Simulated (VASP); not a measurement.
Here is the system:

```yaml
crystal:
  lattice:
    - [0.00000, 2.88421, 2.88421]
    - [2.88421, 0.00000, 2.88421]
    - [2.88421, 2.88421, 0.00000]
  atoms:
    - { symbol: Sr, position: [0.00000, 0.00000, 0.00000] }
    - { symbol: F, position: [0.75000, 0.75000, 0.75000] }
    - { symbol: F, position: [0.25000, 0.25000, 0.25000] }
```

Computed with PBE GGA, VASP's PBE PAW potentials (set 64) (plane waves; VASP). Numerical set-up: 400 eV cut-off, 10×10×10 Γ-centred mesh, Gaussian smearing of 0.050 eV, potentials Sr_sv F.

At this cut-off the stress carries a Pulay error, which pulls relaxed volumes low.

Task: What does the run give for the energy per atom (σ→0), pressure, band gap (on the k-mesh) with the smallest direct gap where there is one?

Result: 
```json
{
 "band gap (on the k-mesh)": "7.03 eV",
 "smallest direct gap (on the k-mesh)": "7.15 eV",
 "energy per atom (σ→0)": "-5.694 eV/atom",
 "pressure": "-37.7 kbar"
}
```

The structure comes from a computed database's SrF2 entry; how it stands against other phases isn't given here. The cell was not relaxed at this level.
